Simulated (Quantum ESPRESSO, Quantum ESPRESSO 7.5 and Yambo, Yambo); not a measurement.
## Quasiparticle gap of KBr (Fm-3m) in Yambo

Aim: the G0W0 gap of KBr (Fm-3m) on PBE, step by step.

Method: PBE and many-body steps on it, plane waves, in Quantum ESPRESSO 7.5 and Yambo 5.3.0.

This is a report of a sequence of runs, with most program output left out.

## (1) The starting structure

The structure is cubic, space group Fm-3m (No. 225). Conventional cell: a = 6.600 Å, b = 6.600 Å, c = 6.600 Å, α = 90.00°, β = 90.00°, γ = 90.00°. Nearest to K lie 6 Br at 3.30 Å. Br has 6 K at 3.30 Å nearest. Farther neighbours and most contacts between anions are not listed.

The cell and positions come from the Crystallography Open Database and are kept as given unless a step says otherwise.

## (2) Ground state

This step: Quantum ESPRESSO 7.5; DFT, PBE, plane waves, norm-conserving pseudopotentials.

The ground-state density comes first.

File pw.in:

```
&control
  calculation = 'scf'
  prefix = 'x'
  outdir = 'o'
  pseudo_dir = 'pseudo'
/
&system
  ibrav = 0
  nat = 2
  ntyp = 2
  ecutwfc = 76.0
  nbnd = 18
  force_symmorphic = .true.
/
&electrons
  conv_thr = 1e-10
  electron_maxstep = 80
  mixing_beta = 0.5
/
ATOMIC_SPECIES
  K 39.098 K.upf
  Br 79.904 Br.upf
CELL_PARAMETERS angstrom
  0.0000000000 3.3000000000 3.3000000000
  3.3000000000 0.0000000000 3.3000000000
  3.3000000000 3.3000000000 0.0000000000
ATOMIC_POSITIONS crystal
  K 0.0000000000 0.0000000000 0.0000000000
  Br 0.5000000000 0.5000000000 0.5000000000
K_POINTS automatic
  6 6 6 0 0 0
```

Command:

```console
$ OMP_NUM_THREADS=1 mpirun -n 4 pw.x -nk 4 -in pw.in > pw.out
```

Wall time 10 s (4 MPI ranks of Arm Neoverse V1, shared host); peak memory 0.31 GiB; 40 s of CPU time.

Numbers from this step:

```
total energy               : -4505.1413 eV
gap                        : 4.436 eV
k of the valence top       : 0, 0, 0
k of the conduction bottom : 0, 0, 0
least direct gap           : 4.436 eV
```

The gap is direct, at Γ.

## (3) Bands along the symmetry lines

The cheap functional maps the bands first; the places of the edges decide which points the dearer methods must see.

File pw.in:

```
&control
  calculation = 'bands'
  prefix = 'x'
  outdir = 'o'
  pseudo_dir = 'pseudo'
/
&system
  ibrav = 0
  nat = 2
  ntyp = 2
  ecutwfc = 76.0
  nbnd = 19
  force_symmorphic = .true.
/
&electrons
  conv_thr = 1e-9
  electron_maxstep = 80
  diago_full_acc = .true.
  diago_thr_init = 5e-6
/
ATOMIC_SPECIES
  K 39.098 K.upf
  Br 79.904 Br.upf
CELL_PARAMETERS angstrom
  0.0000000000 3.3000000000 3.3000000000
  3.3000000000 0.0000000000 3.3000000000
  3.3000000000 3.3000000000 0.0000000000
ATOMIC_POSITIONS crystal
  K 0.0000000000 0.0000000000 0.0000000000
  Br 0.5000000000 0.5000000000 0.5000000000
K_POINTS crystal
  50
  0.00000000 0.00000000 0.00000000 1
  0.06250000 0.00000000 0.06250000 1
  0.12500000 0.00000000 0.12500000 1
  0.18750000 0.00000000 0.18750000 1
  0.25000000 0.00000000 0.25000000 1
  0.31250000 0.00000000 0.31250000 1
  0.37500000 0.00000000 0.37500000 1
  0.43750000 0.00000000 0.43750000 1
  0.50000000 0.00000000 0.50000000 1
  0.51562500 0.03125000 0.51562500 1
  0.53125000 0.06250000 0.53125000 1
  0.54687500 0.09375000 0.54687500 1
  0.56250000 0.12500000 0.56250000 1
  0.57812500 0.15625000 0.57812500 1
  0.59375000 0.18750000 0.59375000 1
  0.60937500 0.21875000 0.60937500 1
  0.62500000 0.25000000 0.62500000 1
  0.37500000 0.37500000 0.75000000 1
  0.32812500 0.32812500 0.65625000 1
  0.28125000 0.28125000 0.56250000 1
  0.23437500 0.23437500 0.46875000 1
  0.18750000 0.18750000 0.37500000 1
  0.14062500 0.14062500 0.28125000 1
  0.09375000 0.09375000 0.18750000 1
  0.04687500 0.04687500 0.09375000 1
  0.00000000 0.00000000 0.00000000 1
  0.06250000 0.06250000 0.06250000 1
  0.12500000 0.12500000 0.12500000 1
  0.18750000 0.18750000 0.18750000 1
  0.25000000 0.25000000 0.25000000 1
  0.31250000 0.31250000 0.31250000 1
  0.37500000 0.37500000 0.37500000 1
  0.43750000 0.43750000 0.43750000 1
  0.50000000 0.50000000 0.50000000 1
  0.50000000 0.46875000 0.53125000 1
  0.50000000 0.43750000 0.56250000 1
  0.50000000 0.40625000 0.59375000 1
  0.50000000 0.37500000 0.62500000 1
  0.50000000 0.34375000 0.65625000 1
  0.50000000 0.31250000 0.68750000 1
  0.50000000 0.28125000 0.71875000 1
  0.50000000 0.25000000 0.75000000 1
  0.50000000 0.21875000 0.71875000 1
  0.50000000 0.18750000 0.68750000 1
  0.50000000 0.15625000 0.65625000 1
  0.50000000 0.12500000 0.62500000 1
  0.50000000 0.09375000 0.59375000 1
  0.50000000 0.06250000 0.56250000 1
  0.50000000 0.03125000 0.53125000 1
  0.50000000 0.00000000 0.50000000 1
```

Elapsed: 10 s, on 4 MPI ranks; peak memory 0.26 GiB.

Numbers from this step:

| Quantity | Value |
| --- | --- |
| gap | 4.436 eV |
| k of the valence top | 0, 0, 0 |
| k of the conduction bottom | 0, 0, 0 |
| least direct gap | 4.436 eV |

The gap is 4.436 eV, as in the run before at this level.

Electronic bands along the path, in eV, zero at the top of the highest filled band:

```csv
point,band 10,band 11,band 12,band 13,band 14,band 15,band 16,band 17
Γ,-11.26,0.00,0.00,0.00,4.44,7.61,7.61,7.61
halfway,-11.17,-0.71,-0.16,-0.16,5.90,6.54,8.84,9.05
X,-11.29,-0.81,-0.28,-0.28,5.87,7.20,9.36,9.51
halfway,-11.26,-0.78,-0.40,-0.30,6.08,7.46,9.12,9.51
U,-11.18,-0.69,-0.64,-0.33,6.60,8.16,8.46,9.16
jump to K,-11.18,-0.69,-0.64,-0.33,6.60,8.16,8.46,9.16
halfway,-11.10,-0.78,-0.24,-0.24,6.16,7.28,8.38,8.88
Γ,-11.26,0.00,0.00,0.00,4.44,7.61,7.61,7.61
halfway,-11.12,-0.67,-0.17,-0.17,5.69,7.49,8.31,8.31
L,-11.01,-1.18,-0.33,-0.33,6.59,8.23,9.74,9.74
halfway,-11.09,-0.96,-0.47,-0.36,7.02,7.80,8.89,9.31
W,-11.16,-0.59,-0.59,-0.54,7.39,7.39,8.26,9.00
halfway,-11.22,-0.75,-0.41,-0.38,6.29,7.66,8.73,9.39
X,-11.29,-0.81,-0.28,-0.28,5.87,7.20,9.36,9.51
```

## (4) Empty states on the mesh, 4×4×4 mesh, 119 bands

The sums over transitions need many empty states on a uniform mesh; this step solves for them.

File pw.in:

```
&control
  calculation = 'nscf'
  prefix = 'x'
  outdir = 'o'
  pseudo_dir = 'pseudo'
/
&system
  ibrav = 0
  nat = 2
  ntyp = 2
  ecutwfc = 76.0
  nbnd = 119
  force_symmorphic = .true.
/
&electrons
  conv_thr = 1e-9
  electron_maxstep = 80
  diago_full_acc = .true.
  diago_thr_init = 5e-6
/
ATOMIC_SPECIES
  K 39.098 K.upf
  Br 79.904 Br.upf
CELL_PARAMETERS angstrom
  0.0000000000 3.3000000000 3.3000000000
  3.3000000000 0.0000000000 3.3000000000
  3.3000000000 3.3000000000 0.0000000000
ATOMIC_POSITIONS crystal
  K 0.0000000000 0.0000000000 0.0000000000
  Br 0.5000000000 0.5000000000 0.5000000000
K_POINTS automatic
  4 4 4 0 0 0
```

Wall time 12 s (4 MPI ranks); peak memory 0.44 GiB.

This step gave:

```
gap                                                           : 4.436 eV
k of the valence top                                          : 0, 0, 0
k of the conduction bottom                                    : 0, 0, 0
least direct gap                                              : 4.436 eV
k points computed                                             : 8
lowest point of the top converged band, above the valence top : 68.0621 eV
```

On this mesh the gap is 4.436 eV.

## (5) Conversion and set-up

This step: Yambo 5.3.0; conversion and set-up on PBE, plane waves, norm-conserving pseudopotentials.

The states are converted to the many-body program's format and the q mesh is built.

Command:

```console
$ (cd o/x.save; p2y > p2y.log; mv SAVE ../..); yambo > setup.log
```

The job ended after 3.2 s (1 MPI rank; peak memory 0.25 GiB).

## (6) Screening and self-energy, 4×4×4 mesh, 119 bands, screening to 149.7 eV

Now the one-shot GW correction: screening in the RPA, then the self-energy of the levels asked for.

This step: G0W0 on PBE, plane waves, norm-conserving pseudopotentials.

File gw1.in:

```
HF_and_locXC
gw0
dyson
ppa
em1d
rim_cut
RandQpts= 1000000
RandGvec= 1 RL
EXXRLvcs= 76 Ry
VXCRLvcs= 304 Ry
Chimod= "HARTREE"
% BndsRnXp
 1 | 119 |
%
NGsBlkXp= 11 Ry
% LongDrXp
 1 | 1 | 1 |
%
% GbndRnge
 1 | 119 |
%
DysSolver= "n"
ExtendOut
PPAPntXp= 27.21138 eV
% QPkrange
 1 | 1 | 12 | 15 |
%
```

Command:

```console
$ OMP_NUM_THREADS=1 mpirun -n 4 yambo -F gw1.in -J gw1 -C gw1 > gw1.log
```

Run time: 2.1 min. Hardware: 4 MPI ranks; peak memory 1.8 GiB.

Numbers from this step:

```yaml
g0w0_gap_on_the_points_computed: 7.656 eV
starting_gap_on_the_mesh: 4.436 eV
k_of_the_valence_top: 0, 0, 0
k_of_the_conduction_bottom: 0, 0, 0
least_direct_g0w0_gap_on_the_computed_points: 7.656 eV
z_at_the_valence_top: 0.8291
z_at_the_conduction_bottom: 0.8740
```

The gap on the mesh goes from 4.44 eV to 7.66 eV, a correction of +3.22 eV.

Limits: finite bands, cutoff and mesh; no spin-orbit coupling. v1 is the top filled band, c1 the lowest empty one. Levels before and after the correction, in eV, zero at the valence-band top of each column:

|  | conduction bottom | valence top |
| --- | --- | --- |
| Kohn-Sham | 4.44 | 0.00 |
| G0W0 | 7.66 | 0.00 |

```csv
,level,energy (eV)
Kohn-Sham,Γ v2-v1,0.000
Kohn-Sham,Γ c1,4.436
Kohn-Sham,Γ c2,7.609
G0W0,Γ v2-v1,0.000
G0W0,Γ c1,7.656
G0W0,Γ c2,11.807
```

## (7) Where the time went

Times are wall times on the hardware named with each run, good to a factor of about two.

```
                          step     time  share  memory (GiB)
                  ground state     10 s    6 %          0.31
bands along the symmetry lines     10 s    6 %          0.26
      empty states on the mesh     12 s    7 %          0.44
         conversion and set-up    3.2 s    2 %          0.25
     screening and self-energy  2.1 min   78 %           1.8
```

## (8) What came out

```json
{"PBE gap": "4.44 eV, direct", "G0W0 gap on the mesh": "7.66 eV", "GW settings": "4×4×4 mesh, 119 bands, screening to 149.7 eV, Godby-Needs plasmon pole", "known limits": "not at the basis limit; no spin-orbit coupling"}
```

**Reading.** G0W0 moves the gap on the mesh from 4.44 eV to 7.66 eV (+3.22 eV), with Z of 0.83 and 0.87 at the edges. Only 1 of the mesh's irreducible points was corrected, so a valley elsewhere could overtake. The dearest step here is «screening and self-energy». Bands and cutoff are finite, so the gap is not at the basis limit. The miss can reach some tenths of an eV and take either sign; the mesh is an error of its own. In the G0W0 run levels were corrected at 1 k point alone, so a gap called «on the mesh» is the least over those, and an edge elsewhere would be missed. The many-body steps are scalar-relativistic: spin-orbit coupling is not in them.

[Paths, hosts, dates, memory and timing lines, banners, echoed tables and standing remarks are left out of the program output.]

[Logs are printed without paths, hosts, clocks, repeated set-up lines and the standing remarks that a program may print on its own settings, such as how far it seeks lower states.]

[Runs of the session that timed out or met a known fault of the program may be left out.]

[Hosts, paths, dates, database ids (printed as entryN), source tags and the programs' standing remarks are cut or masked in the printed files.]
